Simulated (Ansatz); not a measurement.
Input and command of a plane-wave DFT calculation in Ansatz:

```yaml
crystal:
  lattice:
    - [-4.0317714892, 0.0, 0.0]
    - [-2.0158857446, -3.4916165319, 0.0]
    - [-4.5357429253, -2.6187123989, 16.7623717322]
  atoms:
    - { symbol: In, position: [0.2083396869, 0.2083396869, 0.1666581952] }
    - { symbol: In, position: [0.1666730203, 0.1666730203, 0.6666581952] }
    - { symbol: In, position: [0.0833269797, 0.0833269797, 0.3333418048] }
    - { symbol: In, position: [0.0416603131, 0.0416603131, 0.8333418048] }
    - { symbol: Se, position: [-0.1090700178, -0.1090700178, 0.5898711349] }
    - { symbol: Se, position: [0.5992633155, 0.5992633155, 0.0898711349] }
    - { symbol: Se, position: [-0.3492633155, -0.3492633155, 0.9101288651] }
    - { symbol: Se, position: [0.3590700178, 0.3590700178, 0.4101288651] }
basis:
  ecutwfc: 420
kpoints:
  mp_grid: { grid: [9, 9, 2] }
hamiltonian:
  xc: pbe
  dispersion: d3bj
scf:
  occupations: { method: gaussian, width: 0.03 }
output:
  forces: true
  stress: true
  eigenvalues: true
```

```bash
ansatz run input.yaml --threads 2 --pin off --max-ram 5120MiB --backend cpu --events-out ev --progress --plain --runs-dir out
```

Processor: Arm Neoverse V1, 2 threads, on a host shared with other jobs.

How long does it run, and how much memory does it take?

About 20 s on 2 threads of Arm Neoverse V1, with other jobs on the host, peak memory 0.88 GiB. It solves 70 bands at 50 k points (the mesh reduced by symmetry) with about 4623 plane waves, in 8 SCF iterations.
